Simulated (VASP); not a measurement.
# ZnS (P6_3mc) in VASP: further runs, part 2 of 2

VASP 6.6.1.

## 3. Single point, PBE (atoms displaced along a vibrational mode)

The input, INCAR:

```
SYSTEM = ZnS
ALGO = Normal
EDIFF = 1E-6
ENCUT = 520
GGA = PE
ISIF = 2
ISMEAR = 0
LASPH = .TRUE.
LCHARG = .TRUE.
LELF = .TRUE.
LREAL = .FALSE.
LVHAR = .TRUE.
LWAVE = .FALSE.
NBANDS = 46
NELM = 60
PREC = Accurate
SIGMA = 0.05
```

The input, KPOINTS:

```
k-points
0
G
  12 12 2
  0 0 0
```

The input, POSCAR:

```
ZnS
1.0
    3.8467234474      0.0000000000      0.0000000000
   -1.9233617237      3.3313602268      0.0000000000
    0.0000000000      0.0000000000     12.5902250312
Zn S
4 4
Direct
    0.0000000000      0.0000000000      0.0060073498
    0.0000000000      0.0000000000      0.5060073498
    0.3333333333      0.6666666667      0.2440793280
    0.6666666667      0.3333333333      0.7440793280
    0.0000000000      0.0000000000      0.1886732404
    0.0000000000      0.0000000000      0.6886732404
    0.3333333333      0.6666666667      0.4362278001
    0.6666666667      0.3333333333      0.9362278001
```

Potentials or basis: VASP PAW PBE potentials, release 64 (Zn, S).

Run with:

```
$ cat potpaw_PBE.64/Zn/POTCAR potpaw_PBE.64/S/POTCAR > POTCAR
$ mpirun -np 1 vasp_std > vasp.out
```

OUTCAR:

```text
SYSTEM = ZnS
   EDIFF = 1E-6
   ENCUT = 520
   GGA = PE
   ISIF = 2
   ISMEAR = 0
   LASPH = .TRUE.
   LREAL = .FALSE.
   NELM = 60
   PREC = Accurate

 ion  position               nearest neighbor table
   1  0.000  0.000  0.006-   5 2.30   8 2.39   8 2.39   8 2.39
   2  0.000  0.000  0.506-   6 2.30   7 2.39   7 2.39   7 2.39
   3  0.333  0.667  0.244-   5 2.33   5 2.33   5 2.33   7 2.42
   4  0.667  0.333  0.744-   6 2.33   6 2.33   6 2.33   8 2.42
   5  0.000  0.000  0.189-   1 2.30   3 2.33   3 2.33   3 2.33
   6  0.000  0.000  0.689-   2 2.30   4 2.33   4 2.33   4 2.33
   7  0.333  0.667  0.436-   2 2.39   2 2.39   2 2.39   3 2.42
   8  0.667  0.333  0.936-   1 2.39   1 2.39   1 2.39   4 2.42

  LATTYP: Found a hexagonal cell.
 ALAT       =     3.8467234474
 C/A-ratio  =     3.2729737927

  Lattice vectors:

 A1 = (   3.8467234474,   0.0000000000,   0.0000000000)
 A2 = (  -1.9233617237,   3.3313602268,   0.0000000000)
 A3 = (   0.0000000000,   0.0000000000,  12.5902250312)

Analysis of symmetry for initial positions (statically):
=====================================================================
 Subroutine PRICEL returns:
 Original cell was already a primitive cell.

 Routine SETGRP: Setting up the symmetry group for a
 hexagonal supercell.

 Subroutine GETGRP returns: Found 12 space group operations
 (whereof  6 operations were pure point group operations)
 out of a pool of 24 trial point group operations.

The static configuration has the point symmetry C_3v.
 The point group associated with its full space group is C_6v.

Analysis of symmetry for dynamics (positions and initial velocities):
=====================================================================
 Subroutine PRICEL returns:
 Original cell was already a primitive cell.

 Routine SETGRP: Setting up the symmetry group for a
 hexagonal supercell.

 Subroutine GETGRP returns: Found 12 space group operations
 (whereof  6 operations were pure point group operations)
 out of a pool of 24 trial point group operations.

The dynamic configuration has the point symmetry C_3v.
 The point group associated with its full space group is C_6v.

 Subroutine INISYM returns: Found 12 space group operations
 (whereof  6 operations are pure point group operations),
 and found     1 'primitive' translations

----------------------------------------------------------------------------------------

                                     Primitive cell

  volume of cell :     161.3415

  direct lattice vectors                    reciprocal lattice vectors
     3.846723447  0.000000000  0.000000000     0.259961501  0.150088842  0.000000000
    -1.923361724  3.331360227  0.000000000     0.000000000  0.300177685  0.000000000
     0.000000000  0.000000000 12.590225031     0.000000000  0.000000000  0.079426698

  length of vectors
     3.846723447  3.846723447 12.590225031     0.300177685  0.300177685  0.079426698

  position of ions in fractional coordinates (direct lattice)
     0.000000000  0.000000000  0.006007350
     0.000000000  0.000000000  0.506007350
     0.333333333  0.666666667  0.244079328
     0.666666667  0.333333333  0.744079328
     0.000000000  0.000000000  0.188673240
     0.000000000  0.000000000  0.688673240
[... 46 lines left out ...]
  0.333333  0.000000  0.000000      6.000000
  0.416667  0.000000  0.000000      6.000000
[... 16 lines left out ...]
  0.250000  0.000000  0.500000      6.000000
  0.333333  0.000000  0.500000      6.000000
 [... further k-points ...]
   k-points           NKPTS =     38   k-points in BZ     NKDIM =     38   number of bands    NBANDS=     46
   number of dos      NEDOS =    301   number of ions     NIONS =      8
   total plane-waves  NPLWV =  86400
   dimension x,y,z NGX =    30 NGY =   30 NGZ =   96
   dimension x,y,z NGXF=    60 NGYF=   60 NGZF=  192
   ions per type =               4   4
   NGX,Y,Z   is equivalent  to a cutoff of  12.97, 12.97, 12.68 a.u.
   NGXF,Y,Z  is equivalent  to a cutoff of  25.93, 25.93, 25.35 a.u.
 SYSTEM =  ZnS
   PREC   = accura    normal or accurate (medium, high low for compatibility)
   ISTART =      0    job   : 0-new  1-cont  2-samecut
   ICHARG =      2    charge: 1-file 2-atom 10-const
   ISPIN  =      1    spin polarized calculation?
   LNONCOLLINEAR =      F non collinear calculations
   LSORBIT =      F    spin-orbit coupling
   LASPH  =      T    aspherical Exc in radial PAW
   ENCUT  =  520.0 eV  38.22 Ry    6.18 a.u.   7.15  7.15 23.41*2*pi/ulx,y,z
   NELM   =     60;   NELMIN=  2; NELMDL= -5     # of ELM steps
   EDIFF  = 0.1E-05   stopping-criterion for ELM
   LREAL  =      F    real-space projection
   EDIFFG = 0.1E-04   stopping-criterion for IOM
   NSW    =      0    number of steps for IOM
   IBRION =     -1    ionic relax: 0-MD 1-quasi-New 2-CG
   NFREE  =      0    steps in history (QN), initial steepest desc. (CG)
   ISIF   =      2    stress and relaxation
   ISYM   =      2    0-nonsym 1-usesym 2-fastsym
   POTIM  = 0.5000    time-step for ionic-motion
   TEBEG  =    0.0;   TEEND  =   0.0 temperature during run
   PSTRESS=    0.0 pullay stress
   NELECT =      72.0000    total number of electrons
   NUPDOWN=      -1.0000    fix difference up-down
   EMIN   =  10.00;   EMAX   =-10.00  energy-range for DOS
   EFERMI =   0.00;   METHOD = LEGACY
   ISMEAR =     0;   SIGMA  =   0.05  broadening in eV -4-tet -1-fermi 0-gaus
   EFERMI_NEDOS =   21; number of points for ismear=-14 and -15
   IALGO  =     38    algorithm
   IMIX   =      4    mixing-type and parameters
     AMIX     =   0.40;   BMIX     =  1.00
     AMIX_MAG =   1.60;   BMIX_MAG =  1.00
  volume/ion in A,a.u.               =      20.17       136.10
  Fermi-wavevector in a.u.,A,eV,Ry     =   1.251037  2.364118 21.294406  1.565095
  Thomas-Fermi vector in A             =   2.385004
   LORBIT       =      0    0 simple, 1 ext, 2 COOP (PROOUT), +10 PAW based schemes
   GGA     = PE    functional components
   LHFCALC =     F    Hartree Fock is set to
   AEXX    =    0.0000 exact exchange contribution
   IVDW    =     0    specifies the selected vdW correction
   LEPSILON=     F    determine dielectric tensor
   LRPA    =     F    only Hartree local field effects (RPA)
 non-spin polarized calculation
 Gauss-broadening in eV      SIGMA  =   0.05
  energy-cutoff  :      520.00
  volume of cell :      161.34
 maximum number of plane-waves:      4389
 NGX is ok and might be reduce to    30
   NGX = 15   NGY = 15   NGZ = 47

 number of electron      72.0000046 magnetization

 Free energy of the ion-electron system (eV)
  ---------------------------------------------------
  ext. energy  EPLUGINS =         0.00000000
  ---------------------------------------------------
  free energy    TOTEN  =       -27.30045671 eV

  energy without entropy =      -27.30045671  energy(sigma->0) =      -27.30045671

 E-fermi :   2.1986     XC(G=0):  -9.5251

 val. band max:        1.9787039362   @ k =   0.0000   0.0000   0.0000
 cond. band min:       3.9261879938   @ k =   0.0000   0.0000   0.0000
 fundamental gap:      1.9474840576
 Fermi energy:         2.1985739636

 k-point     1 :       0.0000    0.0000    0.0000
  band No.  band energies     occupation
      1     -11.2086      2.00000
      2     -11.0237      2.00000
      3     -10.3504      2.00000
      4     -10.0891      2.00000
      5      -4.5212      2.00000
      6      -4.5212      2.00000
[... 1165 lines left out ...]
     45       9.3698      0.00000
     46       9.3698      0.00000

 [... further k-points ...]

------------------------ aborting loop because EDIFF is reached ----------------------------------------

  FORCE on cell =-STRESS in cart. coord.  units (eV):
  Direction    XX          YY          ZZ          XY          YZ          ZX
  --------------------------------------------------------------------------------------
  -------------------------------------------------------------------------------------
  Total        0.2264584      0.2264584      0.3168048      0.0000000      0.0000000      0.0000000
  in kB        2.2488112      2.2488112      3.1459821      0.0000000      0.0000000      0.0000000
  external PRESSURE =       2.5478681 kB  Pullay stress =       0.0000000 kB

 VOLUME and BASIS-vectors are now :
 -----------------------------------------------------------------------------
  energy-cutoff  :      520.00
  volume of cell :      161.34
      direct lattice vectors                 reciprocal lattice vectors
     3.846723447  0.000000000  0.000000000     0.259961501  0.150088842  0.000000000
    -1.923361724  3.331360227  0.000000000     0.000000000  0.300177685  0.000000000
     0.000000000  0.000000000 12.590225031     0.000000000  0.000000000  0.079426698

 POSITION                                       TOTAL-FORCE (eV/Angst)
 -----------------------------------------------------------------------------------
      0.00000      0.00000      0.07563         0.000000     -0.000000     -0.698316
      0.00000      0.00000      6.37075        -0.000000     -0.000000     -0.698316
     -0.00000      2.22091      3.07301        -0.000000      0.000000      0.593626
      1.92336      1.11045      9.36813         0.000000     -0.000000      0.593626
      0.00000      0.00000      2.37544         0.000000     -0.000000     -0.014287
      0.00000      0.00000      8.67055        -0.000000     -0.000000     -0.014287
     -0.00000      2.22091      5.49221        -0.000000     -0.000000      0.118978
      1.92336      1.11045     11.78732        -0.000000     -0.000000      0.118978
 -----------------------------------------------------------------------------------
    total drift:                               -0.000001     -0.000001      0.000691

  FREE ENERGIE OF THE ION-ELECTRON SYSTEM (eV)
  ---------------------------------------------------
  free  energy   TOTEN  =       -27.3004567116 eV

  energy  without entropy=      -27.3004567116  energy(sigma->0) =      -27.30045671
```

Wall time 12 min (1 thread of Intel Xeon 8259CL, shared host); peak memory 0.39 GiB.

Results:

| Property | Result |
| --- | --- |
| Free energy | -27.3005 eV |
| Pressure | 0.3 GPa |
| Largest force | 0.698 eV/Å |
| Band gap on the k mesh | 1.95 eV |

Forces in eV/Å, atoms in the order of the input:
```
Zn   0.000  0.000 -0.698
Zn   0.000  0.000 -0.698
Zn   0.000  0.000  0.594
Zn   0.000  0.000  0.594
S    0.000  0.000 -0.014
S    0.000  0.000 -0.014
S    0.000  0.000  0.119
S    0.000  0.000  0.119
```

Caveat: the cell differs from its parent crystal (atoms displaced along a vibrational mode). A k mesh can miss the band edges.

## 4. Against experiment

Step 2. Measured gap of ZnS: 3.911 eV (direct; 4 K; a printed reference work, monograph). This calculation gives 1.96 eV (-1.95 eV). The value is that of PBE on a finite k mesh, which can miss the band edges, without temperature or zero-point motion. Semilocal functionals fall short of measured gaps as a rule.
